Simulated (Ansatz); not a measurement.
# TiO2: the cost of one run

Method: DFT PBEsol, scalar-relativistic, plane waves, PAW, in Ansatz 0.2.0.

## Step 1: The starting structure

The structure is tetragonal, space group P4_2/mnm (No. 136). The conventional cell has a = 4.600 Å, b = 4.600 Å, c = 2.960 Å, α = 90.00°, β = 90.00°, γ = 90.00°. Ti (site symmetry mmm) has 6 O at 1.95 to 1.98 Å as nearest neighbours. O (site symmetry m2m) is surrounded by 3 Ti at 1.95 to 1.98 Å.

Structure file:

```cif
data_structure
_symmetry_space_group_name_H-M 'P 1'
_symmetry_Int_Tables_number 1
_cell_length_a 4.6000
_cell_length_b 4.6000
_cell_length_c 2.9600
_cell_angle_alpha 90.000
_cell_angle_beta 90.000
_cell_angle_gamma 90.000
_cell_volume 62.63
loop_
_atom_site_label
_atom_site_type_symbol
_atom_site_fract_x
_atom_site_fract_y
_atom_site_fract_z
_atom_site_occupancy
Ti1 Ti 0.00000 0.00000 0.00000 1
Ti2 Ti 0.50000 0.50000 0.50000 1
O1 O 0.30500 0.30500 0.00000 1
O2 O 0.69500 0.69500 0.00000 1
O3 O 0.80500 0.19500 0.50000 1
O4 O 0.19500 0.80500 0.50000 1
```

## Step 2: Relaxing cell and atoms: TiO2, no spin

input.yaml reads:

```yaml
crystal:
  lattice:
    - [4.6, 0.0, 0.0]
    - [0.0, 4.6, 0.0]
    - [0.0, 0.0, 2.96]
  atoms:
    - { symbol: Ti, position: [0.0, 0.0, 0.0] }
    - { symbol: Ti, position: [0.5, 0.5, 0.5] }
    - { symbol: O, position: [0.305, 0.305, 0.0] }
    - { symbol: O, position: [-0.305, -0.305, 0.0] }
    - { symbol: O, position: [0.805, 0.195, 0.5] }
    - { symbol: O, position: [0.195, 0.805, 0.5] }
scf:
  occupations: { method: gaussian, width: 0.02 }
output:
  forces: true
  stress: true
  eigenvalues: true
hamiltonian:
  xc: pbesol
kpoints:
  mp_grid: { grid: [6, 6, 8] }
relax:
  f_tol: 0.01
  max_steps: 60
  cell: { stress_tol: 0.05 }
```

The run is started by

```bash
$ ansatz run input.yaml --threads 3 --pin off --max-ram 8192MiB --backend cpu --events-out ev --progress --plain --runs-dir out
```

Q: Estimate wall time and peak memory on 3 threads of Intel Xeon 6975P-C (Granite Rapids), shared host.

About 6.9 s, with a peak of 0.43 GiB.
